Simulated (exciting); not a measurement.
**Ag: electric field gradients with PBEsol (libxc)**

Crystal: Ag.

```
Ag
1.0
     0.03717    2.05713    2.01518
     2.06828    0.00651    2.04584
     2.05676    2.07627    0.01804
Ag
1
Direct
  0.00000 0.00000 0.00000
```

The cell isn't the ideal one: cell strained at random at fixed volume.

```json
{
 "Program": "exciting (release sodium)",
 "Task": "electric field gradients",
 "Functional": "PBEsol (libxc)",
 "Potentials or basis": "all-electron LAPW+lo, shipped species files, valence relativity iora*",
 "rgkmax": "9",
 "k mesh": "7 × 7 × 7",
 "Occupations": "methfessel-paxton, width 0.1 eV",
 "Spin": "spin-orbit coupling, no magnetisation",
 "outputlevel": "normal",
 "gmaxvr (cutoff of density and potential)": "14 1/bohr",
 "lmaxapw (and lmaxmat)": "10",
 "lmaxvr": "8",
 "nempty": "20",
 "Valence relativity": "iora*",
 "epsengy": "1e-05 Ha",
 "epspot": "1e-05 Ha",
 "maxscl": "60",
 "Muffin-tin radii": "Ag 2.3 bohr"
}
```

- Band gap on the k mesh: none (metal or under the smearing width)
- All electrons inside the program's atomic spheres: Ag 45.24 (radii Ag 2.3 bohr)
- Density of states at the Fermi level: 0.09 states/eV per cell

Levels at points of the mesh, in eV from the Fermi level:
| k point | band 17 | band 18 | band 19 | band 20 | band 21 | band 22 |
| --- | --- | --- | --- | --- | --- | --- |
| (0.00, 0.00, 0.00) | -4.02 | -4.02 | -3.91 | -3.91 | 15.52 | 15.52 |

Electric field gradients, principal values (1e21 V/m²):
```tsv
atom	Vxx	Vyy	Vzz	η
1 Ag	-0.104	-0.904	1.007	0.79
```

It took 6.4 min on 1 thread of Arm Neoverse N1, with other jobs on the host, peak memory 0.12 GiB.

Caveat: the k mesh is coarse (spacing up to 0.39 Å⁻¹), so the values aren't converged; the field gradient of a metal still moves by tens of percent with the k mesh; total energies with spin-orbit coupling aren't reliable in this program, so none is listed and the log's shouldn't be used; EFG.OUT prints the tensor in atomic units and with the sign opposite to the usual one.
